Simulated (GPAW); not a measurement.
# Magnetic state of MnGa17N18 (GaN72 Mn2 d3p18) from several starts

Does MnGa17N18 (GaN72 Mn2 d3p18) prefer parallel or opposed moments, or none?

Program: GPAW 26.7.0. Level of theory: PBE; plane waves with GPAW's PAW setups, scalar-relativistic. Results are calculated unless marked as measured.

## 1. The structure

The cell holds 72 atoms: 2 Mn, 36 N and 34 Ga. Its edges and angles: a = 9.567 Å, b = 9.567 Å, c = 10.370 Å, α = 90.0°, β = 90.0°, γ = 120.0°. substitutional dopants on the host's lattice, its constants typed without a cited source, atoms not relaxed.

The cell is a made-up one and need not be a known phase.

## 2. Start 1: ferro ++

The parallel start comes first: it fits the smallest cell, keeps the most symmetry and shows whether parallel moments form.

Input file order1.py:

```python
import json
import numpy as np
from ase import Atoms
from ase.parallel import paropen, parprint
from gpaw import GPAW

atoms = Atoms(['Mn', 'N', 'Ga', 'N', 'Ga', 'N', 'Ga', 'N', 'Ga', 'N', 'Ga', 'N', 'Ga', 'N', 'Ga', 'N', 'Ga', 'N', 'Mn', 'N', 'Ga', 'N', 'Ga', 'N', 'Ga', 'N', 'Ga', 'N', 'Ga', 'N', 'Ga', 'N', 'Ga', 'N', 'Ga', 'N', 'Ga', 'N', 'Ga', 'N', 'Ga', 'N', 'Ga', 'N', 'Ga', 'N', 'Ga', 'N', 'Ga', 'N', 'Ga', 'N', 'Ga', 'N', 'Ga', 'N', 'Ga', 'N', 'Ga', 'N', 'Ga', 'N', 'Ga', 'N', 'Ga', 'N', 'Ga', 'N', 'Ga', 'N', 'Ga', 'N'],
    cell=[[9.567, 0.0, 0.0],
         [-4.7835, 8.285265, 0.0],
         [0.0, 0.0, 10.37]],
    scaled_positions=[[0.0, 0.0, 0.0],
         [0.111111, 0.222222, 0.0615],
         [0.111111, 0.222222, 0.25],
         [0.0, 0.0, 0.3115],
         [0.0, 0.0, 0.5],
         [0.111111, 0.222222, 0.5615],
         [0.111111, 0.222222, 0.75],
         [0.0, 0.0, 0.8115],
         [0.0, 0.333333, 0.0],
         [0.111111, 0.555556, 0.0615],
         [0.111111, 0.555556, 0.25],
         [0.0, 0.333333, 0.3115],
         [0.0, 0.333333, 0.5],
         [0.111111, 0.555556, 0.5615],
         [0.111111, 0.555556, 0.75],
         [0.0, 0.333333, 0.8115],
         [0.0, 0.666667, 0.0],
         [0.111111, 0.888889, 0.0615],
         [0.111111, 0.888889, 0.25],
         [0.0, 0.666667, 0.3115],
         [0.0, 0.666667, 0.5],
         [0.111111, 0.888889, 0.5615],
         [0.111111, 0.888889, 0.75],
         [0.0, 0.666667, 0.8115],
         [0.333333, 0.0, 0.0],
         [0.444444, 0.222222, 0.0615],
         [0.444444, 0.222222, 0.25],
         [0.333333, 0.0, 0.3115],
         [0.333333, 0.0, 0.5],
         [0.444444, 0.222222, 0.5615],
         [0.444444, 0.222222, 0.75],
         [0.333333, 0.0, 0.8115],
         [0.333333, 0.333333, 0.0],
         [0.444444, 0.555556, 0.0615],
         [0.444444, 0.555556, 0.25],
         [0.333333, 0.333333, 0.3115],
         [0.333333, 0.333333, 0.5],
         [0.444444, 0.555556, 0.5615],
         [0.444444, 0.555556, 0.75],
         [0.333333, 0.333333, 0.8115],
         [0.333333, 0.666667, 0.0],
         [0.444444, 0.888889, 0.0615],
         [0.444444, 0.888889, 0.25],
         [0.333333, 0.666667, 0.3115],
         [0.333333, 0.666667, 0.5],
         [0.444444, 0.888889, 0.5615],
         [0.444444, 0.888889, 0.75],
         [0.333333, 0.666667, 0.8115],
         [0.666667, 0.0, 0.0],
         [0.777778, 0.222222, 0.0615],
         [0.777778, 0.222222, 0.25],
         [0.666667, 0.0, 0.3115],
         [0.666667, 0.0, 0.5],
         [0.777778, 0.222222, 0.5615],
         [0.777778, 0.222222, 0.75],
         [0.666667, 0.0, 0.8115],
         [0.666667, 0.333333, 0.0],
         [0.777778, 0.555556, 0.0615],
         [0.777778, 0.555556, 0.25],
         [0.666667, 0.333333, 0.3115],
         [0.666667, 0.333333, 0.5],
         [0.777778, 0.555556, 0.5615],
         [0.777778, 0.555556, 0.75],
         [0.666667, 0.333333, 0.8115],
         [0.666667, 0.666667, 0.0],
         [0.777778, 0.888889, 0.0615],
         [0.777778, 0.888889, 0.25],
         [0.666667, 0.666667, 0.3115],
         [0.666667, 0.666667, 0.5],
         [0.777778, 0.888889, 0.5615],
         [0.777778, 0.888889, 0.75],
         [0.666667, 0.666667, 0.8115]],
    pbc=True,
    magmoms=[4.5, 0.0, 0.0, 0.0, 0.0, 0.0, 0.0, 0.0, 0.0, 0.0, 0.0, 0.0, 0.0, 0.0, 0.0, 0.0, 0.0, 0.0, 4.5, 0.0, 0.0, 0.0, 0.0, 0.0, 0.0, 0.0, 0.0, 0.0, 0.0, 0.0, 0.0, 0.0, 0.0, 0.0, 0.0, 0.0, 0.0, 0.0, 0.0, 0.0, 0.0, 0.0, 0.0, 0.0, 0.0, 0.0, 0.0, 0.0, 0.0, 0.0, 0.0, 0.0, 0.0, 0.0, 0.0, 0.0, 0.0, 0.0, 0.0, 0.0, 0.0, 0.0, 0.0, 0.0, 0.0, 0.0, 0.0, 0.0, 0.0, 0.0, 0.0, 0.0])
atoms.calc = GPAW(mode={'name': 'pw', 'ecut': 600},
    xc='PBE',
    kpts={'size': (3, 3, 2), 'gamma': True},
    occupations={'name': 'fermi-dirac', 'width': 0.05},
    convergence={'density': 1e-05, 'energy': 1e-05},
    maxiter=200,
    mixer={'name': 'pulay', 'beta': 0.05, 'nmaxold': 6, 'weight': 50},
    symmetry={'tolerance': 1e-4},
    txt='order1.txt')
e = atoms.get_potential_energy(force_consistent=True)
res = {'free_energy': e, 'energy_sigma0': atoms.get_potential_energy(), 'fermi_energy': atoms.calc.get_fermi_level()}
res['moments'] = atoms.get_magnetic_moments().tolist()
res['total'] = atoms.get_magnetic_moment()
parprint('site moments (muB):', np.round(res['moments'], 3))
parprint(f"total moment: {res['total']:.3f} muB")
parprint(f'free energy: {e:.6f} eV')
atoms.calc.write('order1.gpw')
with paropen('results.json', 'w') as f:
    json.dump(res, f)
```

Run with:

```sh
OMP_NUM_THREADS=1 mpirun -n 8 gpaw python order1.py > order1.log
```

Output:

```text
site moments (muB): [ 3.406e+00  1.800e-02  1.900e-02  1.700e-02  1.100e-02  3.000e-03
  9.000e-03  2.000e-03  1.000e-02  3.000e-03  1.100e-02  4.000e-03
  1.000e-03  1.000e-03  1.000e-03  1.000e-03  1.600e-02 -3.200e-02
  3.416e+00  1.100e-02  8.000e-03  2.000e-03  9.000e-03  2.000e-03
  1.600e-02  1.000e-03  1.100e-02  1.100e-02  8.000e-03  1.000e-03
  1.000e-03  2.000e-03  1.200e-02  4.000e-03  0.000e+00  1.000e-03
  1.000e-03  0.000e+00  0.000e+00  1.000e-03  0.000e+00  3.000e-03
  1.100e-02  1.000e-03  0.000e+00  1.000e-03  1.000e-03  0.000e+00
  1.000e-02  0.000e+00  0.000e+00  4.000e-03  1.000e-03  1.000e-03
  0.000e+00  1.000e-03  0.000e+00  1.000e-03  1.100e-02  4.000e-03
 -0.000e+00  1.000e-03  1.000e-03  0.000e+00  1.200e-02  1.800e-02
  1.900e-02  1.000e-03  1.000e-03  3.000e-03  9.000e-03  1.000e-03]
total moment: 8.000 muB
free energy: -440.064865 eV

--- order1.txt ---
Input parameters:
  mode=PW(ecut=600),
  convergence={'density': 1e-05, 'energy': 1e-05},
  kpts=MonkhorstPack(size=(3, 3, 2), gamma=True),
  maxiter=200,
  mixer=Pulay(name='pulay', nmaxold=6, beta=0.05, weight=50, sigma=0.015, g_ss=None),
  occupations=Occupations(name='fermi-dirac', width=0.05),
  symmetry=Symmetry(tolerance=0.0001),
  xc=XC(name='PBE')

Diagonalizing LCAO Hamiltonian
Converting LCAO to pw mode

            Ga     Ga      Ga
          N       N       N
             NGa    N Ga    NGa
            N      N       N
              NNGa    NNGa   NN Ga
          Ga      Ga      Ga
             Ga N   Ga  N   Ga  N
          N Mn    NGa     NGa
              GGa     GGa    GGa
            NN     NN      NN
               NGa     NGa    N Ga
          Ga  N   Ga  N   Ga N
                N       N       N
             Ga     Ga      Ga
               Mn      Ga     Ga

Atoms  # Å, Bohr magnetons
|    | symbol |         x |        y |        z |    initial magnetic moments |
|----|--------|-----------|----------|----------|-----------------------------|
|  0 |     Mn |  0.000000 | 0.000000 | 0.000000 | ( 0.0000,  0.0000,  4.5000) |
|  1 |      N |  0.000000 | 1.841168 | 0.637755 | ( 0.0000,  0.0000,  0.0000) |
|  2 |     Ga |  0.000000 | 1.841168 | 2.592500 | ( 0.0000,  0.0000,  0.0000) |
|  3 |      N |  0.000000 | 0.000000 | 3.230255 | ( 0.0000,  0.0000,  0.0000) |
|  4 |     Ga |  0.000000 | 0.000000 | 5.185000 | ( 0.0000,  0.0000,  0.0000) |
|  5 |      N |  0.000000 | 1.841168 | 5.822755 | ( 0.0000,  0.0000,  0.0000) |
|  6 |     Ga |  0.000000 | 1.841168 | 7.777500 | ( 0.0000,  0.0000,  0.0000) |
|  7 |      N |  0.000000 | 0.000000 | 8.415255 | ( 0.0000,  0.0000,  0.0000) |
|  8 |     Ga | -1.594498 | 2.761752 | 0.000000 | ( 0.0000,  0.0000,  0.0000) |
|  9 |      N | -1.594503 | 4.602929 | 0.637755 | ( 0.0000,  0.0000,  0.0000) |
| 10 |     Ga | -1.594503 | 4.602929 | 2.592500 | ( 0.0000,  0.0000,  0.0000) |
| 11 |      N | -1.594498 | 2.761752 | 3.230255 | ( 0.0000,  0.0000,  0.0000) |
| 12 |     Ga | -1.594498 | 2.761752 | 5.185000 | ( 0.0000,  0.0000,  0.0000) |
| 13 |      N | -1.594503 | 4.602929 | 5.822755 | ( 0.0000,  0.0000,  0.0000) |
| 14 |     Ga | -1.594503 | 4.602929 | 7.777500 | ( 0.0000,  0.0000,  0.0000) |
| 15 |      N | -1.594498 | 2.761752 | 8.415255 | ( 0.0000,  0.0000,  0.0000) |
| 16 |     Ga | -3.189002 | 5.523513 | 0.000000 | ( 0.0000,  0.0000,  0.0000) |
| 17 |      N | -3.189002 | 7.364681 | 0.637755 | ( 0.0000,  0.0000,  0.0000) |
| 18 |     Mn | -3.189002 | 7.364681 | 2.592500 | ( 0.0000,  0.0000,  4.5000) |
| 19 |      N | -3.189002 | 5.523513 | 3.230255 | ( 0.0000,  0.0000,  0.0000) |
| 20 |     Ga | -3.189002 | 5.523513 | 5.185000 | ( 0.0000,  0.0000,  0.0000) |
| 21 |      N | -3.189002 | 7.364681 | 5.822755 | ( 0.0000,  0.0000,  0.0000) |
| 22 |     Ga | -3.189002 | 7.364681 | 7.777500 | ( 0.0000,  0.0000,  0.0000) |
| 23 |      N | -3.189002 | 5.523513 | 8.415255 | ( 0.0000,  0.0000,  0.0000) |
| 24 |     Ga |  3.188997 | 0.000000 | 0.000000 | ( 0.0000,  0.0000,  0.0000) |
| 25 |      N |  3.188997 | 1.841168 | 0.637755 | ( 0.0000,  0.0000,  0.0000) |
| 26 |     Ga |  3.188997 | 1.841168 | 2.592500 | ( 0.0000,  0.0000,  0.0000) |
| 27 |      N |  3.188997 | 0.000000 | 3.230255 | ( 0.0000,  0.0000,  0.0000) |
| 28 |     Ga |  3.188997 | 0.000000 | 5.185000 | ( 0.0000,  0.0000,  0.0000) |
| 29 |      N |  3.188997 | 1.841168 | 5.822755 | ( 0.0000,  0.0000,  0.0000) |
| 30 |     Ga |  3.188997 | 1.841168 | 7.777500 | ( 0.0000,  0.0000,  0.0000) |
| 31 |      N |  3.188997 | 0.000000 | 8.415255 | ( 0.0000,  0.0000,  0.0000) |
| 32 |     Ga |  1.594498 | 2.761752 | 0.000000 | ( 0.0000,  0.0000,  0.0000) |
[...]
| 34 |     Ga |  1.594494 | 4.602929 | 2.592500 | ( 0.0000,  0.0000,  0.0000) |
[...]
| 52 |     Ga |  6.378003 | 0.000000 | 5.185000 | ( 0.0000,  0.0000,  0.0000) |
| 53 |      N |  6.378003 | 1.841168 | 5.822755 | ( 0.0000,  0.0000,  0.0000) |
| 54 |     Ga |  6.378003 | 1.841168 | 7.777500 | ( 0.0000,  0.0000,  0.0000) |
| 55 |      N |  6.378003 | 0.000000 | 8.415255 | ( 0.0000,  0.0000,  0.0000) |
| 56 |     Ga |  4.783505 | 2.761752 | 0.000000 | ( 0.0000,  0.0000,  0.0000) |
| 57 |      N |  4.783500 | 4.602929 | 0.637755 | ( 0.0000,  0.0000,  0.0000) |
| 58 |     Ga |  4.783500 | 4.602929 | 2.592500 | ( 0.0000,  0.0000,  0.0000) |
| 59 |      N |  4.783505 | 2.761752 | 3.230255 | ( 0.0000,  0.0000,  0.0000) |
| 60 |     Ga |  4.783505 | 2.761752 | 5.185000 | ( 0.0000,  0.0000,  0.0000) |
| 61 |      N |  4.783500 | 4.602929 | 5.822755 | ( 0.0000,  0.0000,  0.0000) |
| 62 |     Ga |  4.783500 | 4.602929 | 7.777500 | ( 0.0000,  0.0000,  0.0000) |
| 63 |      N |  4.783505 | 2.761752 | 8.415255 | ( 0.0000,  0.0000,  0.0000) |
| 64 |     Ga |  3.189002 | 5.523513 | 0.000000 | ( 0.0000,  0.0000,  0.0000) |
| 65 |      N |  3.189002 | 7.364681 | 0.637755 | ( 0.0000,  0.0000,  0.0000) |
| 66 |     Ga |  3.189002 | 7.364681 | 2.592500 | ( 0.0000,  0.0000,  0.0000) |
| 67 |      N |  3.189002 | 5.523513 | 3.230255 | ( 0.0000,  0.0000,  0.0000) |
| 68 |     Ga |  3.189002 | 5.523513 | 5.185000 | ( 0.0000,  0.0000,  0.0000) |
| 69 |      N |  3.189002 | 7.364681 | 5.822755 | ( 0.0000,  0.0000,  0.0000) |
| 70 |     Ga |  3.189002 | 7.364681 | 7.777500 | ( 0.0000,  0.0000,  0.0000) |
| 71 |      N |  3.189002 | 5.523513 | 8.415255 | ( 0.0000,  0.0000,  0.0000) |

Unit cell  # Å
| periodic |         x |        y |         z |   lengths |     angles |
|----------|-----------|----------|-----------|-----------|------------|
|      yes |  9.567000 | 0.000000 |  0.000000 |  9.567000 |  90.000000 |
[...]
| 6 | (  0.33333333,   0.33333333,   0.00000000) | 0.11111111 |
| 7 | (  0.33333333,   0.33333333,   0.50000000) | 0.11111111 |

Plane wave coefficients: 27453
Cutoff: 600.0 eV

Spin-components: 2 (collinear spins)
Bands:           197
Projectors:      362
Spin-degeneracy: 1
Datatype:        complex128

Parallelization:
  kpt:    8
  domain: 1
  band:   1

Density:
  Valence electrons: 312.0
  Components: 2
  Grid points: [56 56 60]
  Charge: 0.0  # |e|

Potential:
  Grid points: [56 56 60]

species:
  Mn:
    name:    Manganese
    Z:       25.0
    valence: 15
    core:    10
    charge:  0.0  # [|e|]
    compensation charges:
      type: gauss
      rc: 0.38  # [Å]
      lmax: 2
    cutoffs:
      filter: 2.14  # [Å]
      core: 0.86  # [Å]
    projectors
    | kind |    occ | energy [eV] | rcut [Å] |
    |------|--------|-------------|----------|
    |   3s |  2.000 |     -85.859 |    1.275 |
    |   4s |  2.000 |      -5.106 |    1.275 |
    |   3p |  6.000 |     -54.597 |    1.281 |
    |   4p |  0.000 |      -1.371 |    1.281 |
    |   3d |  5.000 |      -6.771 |    1.138 |
    |    d |        |      20.441 |    1.138 |

    Using partial waves for Mn as LCAO basis

  N:
    name:    Nitrogen
    Z:       7.0
    valence: 5
    core:    2
    charge:  0.0  # [|e|]
    compensation charges:
      type: gauss
      rc: 0.18  # [Å]
      lmax: 2
    cutoffs:
      filter: 1.11  # [Å]
      core: 0.96  # [Å]
    projectors
    | kind |    occ | energy [eV] | rcut [Å] |
    |------|--------|-------------|----------|
    |   2s |  2.000 |     -18.583 |    0.603 |
    |   2p |  3.000 |      -7.089 |    0.529 |
    |    s |        |       8.629 |    0.603 |
    |    p |        |      20.123 |    0.529 |
    |    d |        |       0.000 |    0.577 |

    Using partial waves for N as LCAO basis

  Ga:
    name:    Gallium
    Z:       31.0
    valence: 3
    core:    28
    charge:  0.0  # [|e|]
    compensation charges:
      type: gauss
      rc: 0.37  # [Å]
      lmax: 2
    cutoffs:
      filter: 2.06  # [Å]
      core: 4.17  # [Å]
    projectors
    | kind |    occ | energy [eV] | rcut [Å] |
    |------|--------|-------------|----------|
    |   4s |  2.000 |      -8.945 |    1.164 |
    |   4p |  1.000 |      -2.580 |    1.164 |
    |    s |        |      18.266 |    1.164 |
    |    p |        |      24.631 |    1.164 |
    |    d |        |       0.000 |    1.164 |

    Using partial waves for Ga as LCAO basis

Reference energy: -1914448.982282  # eV

eigensolver:
  PPCG
  Converge bands: occupied
  niter=2

density mixing:
  Pulay-Mixer
  Linear mixing parameters: 0.05
  Old densities: 6
  Fourier metric: weight=50, sigma=0.015

occupation numbers:
  Fermi-Dirac:
    width: 0.0500  # eV

poisson solver:
  ecut: 4800.0  # eV

xc functional:
  name: PBE with 2 nearest neighbor stencil

convergence criteria:
- Maximum integral of absolute [dens]ity change: 1e-05 electrons / valence electron
- Maximum [total energy] change in last 3 cyles: 1e-05 eV / valence electron
- Maximum integral of absolute [eigenst]ate change: 4e-08 eV^2 / valence electron
maximum number of iterations: 200

SCF iterations
|iter     |      energy | eigst |  dens |  magmom |
|---------|-------------|-------|-------|---------|
|iter:   1|       0s | -502.613059 | +0.05 |       |  +9.0161|
|iter:   2|      35s | -485.628774 | -0.94 | -0.59 |  +8.9653|
|iter:   3|      68s | -440.220967 | +0.37 | -0.64 |  +8.6280|
|iter:   4|     103s | -441.583848 | -0.91 | -1.11 |  +8.6288|
|iter:   5|     136s | -440.478809 | -1.82 | -1.12 |  +8.5988|
|iter:   6|     168s | -442.265114 | -1.08 | -1.17 |  +8.4642|
|iter:   7|     203s | -441.361921 | -1.60 | -1.20 |  +8.3497|
|iter:   8|     235s | -441.201967 | -1.03 | -1.35 |  +8.1464|
|iter:   9|     268s | -441.129712 | -2.49 | -1.50 |  +8.1487|
|iter:  10|     299s | -440.007620 | -1.22 | -1.52 |  +7.9945|
[... 17 iterations left out ...]
|iter:  28|     896s | -440.045356c| -6.77 | -3.98 |  +7.9999|
|iter:  29|     929s | -440.045362c| -7.26 | -4.11 |  +8.0000|
|iter:  30|     949s | -440.045361c| -7.73c| -4.20 |  +8.0000|
|iter:  31|     983s | -440.045363c| -7.30 | -4.24 |  +7.9999|
|iter:  32|    1002s | -440.045364c| -7.53c| -4.56 |  +8.0000|
|iter:  33|    1022s | -440.045365c| -7.60c| -4.75 |  +8.0000|
|iter:  34|    1043s | -440.045365c| -8.22c| -4.87 |  +8.0000|
|iter:  35|    1063s | -440.045365c| -8.52c| -4.90 |  +8.0000|
|iter:  36|    1083s | -440.045366c| -8.37c| -4.95 |  +8.0000|
|iter:  37|    1104s | -440.045367c| -8.59c| -5.05c|  +8.0000|

Converged in 37 steps
Energy contributions relative to reference atoms: (reference = -1914448.982282)

Energy contributions:
  Kinetic:        1162.144728
  Coulomb:       -1011.840092
  Zero:              2.209166
  External:          0.000000
  Xc:             -592.539670
  Entropy:          -0.038997
  Spinorbit:         0.000000
  ----------------------------
  Free energy:    -440.064865
  Extrapolated:   -440.045367

dipole moment: (-179.978421, -225.189455, -260.242654)  # |e|*Ang

Total magnetic moment: (0.000000, 0.000000, 8.000029)

Local magnetic moments
|        x |        y |         z |
|----------|----------|-----------|
| 0.000000 | 0.000000 |  3.406000 |  # Mn   0
| 0.000000 | 0.000000 |  0.017539 |  # N    1
| 0.000000 | 0.000000 |  0.019328 |  # Ga   2
| 0.000000 | 0.000000 |  0.017081 |  # N    3
| 0.000000 | 0.000000 |  0.010580 |  # Ga   4
| 0.000000 | 0.000000 |  0.002838 |  # N    5
| 0.000000 | 0.000000 |  0.009019 |  # Ga   6
| 0.000000 | 0.000000 |  0.002007 |  # N    7
| 0.000000 | 0.000000 |  0.010237 |  # Ga   8
| 0.000000 | 0.000000 |  0.003289 |  # N    9
| 0.000000 | 0.000000 |  0.010729 |  # Ga  10
| 0.000000 | 0.000000 |  0.004153 |  # N   11
| 0.000000 | 0.000000 |  0.000603 |  # Ga  12
| 0.000000 | 0.000000 |  0.001096 |  # N   13
| 0.000000 | 0.000000 |  0.000608 |  # Ga  14
| 0.000000 | 0.000000 |  0.000767 |  # N   15
[...]
| 0.000000 | 0.000000 |  0.000809 |  # Ga  62
| 0.000000 | 0.000000 |  0.000313 |  # N   63
| 0.000000 | 0.000000 |  0.011541 |  # Ga  64
| 0.000000 | 0.000000 |  0.017539 |  # N   65
| 0.000000 | 0.000000 |  0.019328 |  # Ga  66
| 0.000000 | 0.000000 |  0.001211 |  # N   67
| 0.000000 | 0.000000 |  0.000809 |  # Ga  68
| 0.000000 | 0.000000 |  0.002838 |  # N   69
| 0.000000 | 0.000000 |  0.009019 |  # Ga  70
| 0.000000 | 0.000000 |  0.000874 |  # N   71

Fermi level: 7.860
Eigenvalues  # (at kpt = [0.000, 0.000, 0.000])
| band index |      eig [eV] | occ [0-1] |      eig [eV] | occ [0-1] |
|------------|---------------|-----------|---------------|-----------|
|          0 |       -73.623 |     1.000 |       -69.784 |     1.000 |
|        ... |               |           |               |           |
|        148 |         5.763 |     1.000 |         5.828 |     1.000 |
|        149 |         5.995 |     1.000 |         6.260 |     1.000 |
|        150 |         6.122 |     1.000 |         6.303 |     1.000 |
|        151 |         6.149 |     1.000 |         6.319 |     1.000 |
|        152 |         6.228 |     1.000 |         8.527 |     0.000 |
|        153 |         6.332 |     1.000 |         8.932 |     0.000 |
|        154 |         6.355 |     1.000 |         9.076 |     0.000 |
|        155 |         6.492 |     1.000 |         9.217 |     0.000 |
|        156 |         7.340 |     1.000 |         9.338 |     0.000 |
|        157 |         7.578 |     0.997 |         9.676 |     0.000 |
|        158 |         7.718 |     0.945 |         9.767 |     0.000 |
|        159 |         7.982 |     0.080 |         9.862 |     0.000 |
|        160 |         8.045 |     0.024 |         9.992 |     0.000 |
|        161 |         8.279 |     0.000 |        10.089 |     0.000 |
|        162 |         8.493 |     0.000 |        10.214 |     0.000 |
|        ... |               |           |               |           |
|        196 |        13.847 |     0.000 |        13.908 |     0.000 |

No gap
No difference between direct/indirect transitions
```

Elapsed: 20 min, on 8 MPI ranks of Intel Xeon at 2.60GHz (Ice Lake), shared host; peak memory 8.9 GiB.

Spin moment in the augmentation sphere by element, in μB:

```tsv
element	atoms	mean	spread (r.m.s.)	least	largest
Mn	2	3.41	0.01	3.41	3.42
N	36	0.00	0.01	-0.03	0.02
Ga	34	0.01	0.01	0.00	0.02
```

The atoms farthest from the mean of their element:

```tsv
atom	x, y, z (Å)	spin moment in the augmentation sphere (μB)
N18	-3.19, 7.36, 0.64	-0.03
N2	0.00, 1.84, 0.64	0.02
N66	3.19, 7.36, 0.64	0.02
N4	0.00, 0.00, 3.23	0.02
Ga67	3.19, 7.36, 2.59	0.02
Ga3	0.00, 1.84, 2.59	0.02
Ga17	-3.19, 5.52, 0.00	0.02
Ga25	3.19, 0.00, 0.00	0.02
```

Numbers from this step:

* magnetization: 8.000 μB
* final state: ferromagnetic

After 37 cycles the largest moment stands at 3.42 μB.

(Part 1 of 2 ends here.)

[Logs and program files are shortened in this print: banners, set-up blocks, solver, clock and traceback lines can be left out without a mark of their own.]

[Logs are printed without paths, hosts, clocks, repeated set-up lines and the standing remarks that a program may print on its own settings, such as how far it seeks lower states.]

[Hosts, paths, dates, database ids (printed as entryN), source tags and the programs' standing remarks are cut or masked in the printed files.]

[Where a cell is said to come from a database of computed structures, the database is the Materials Project.]
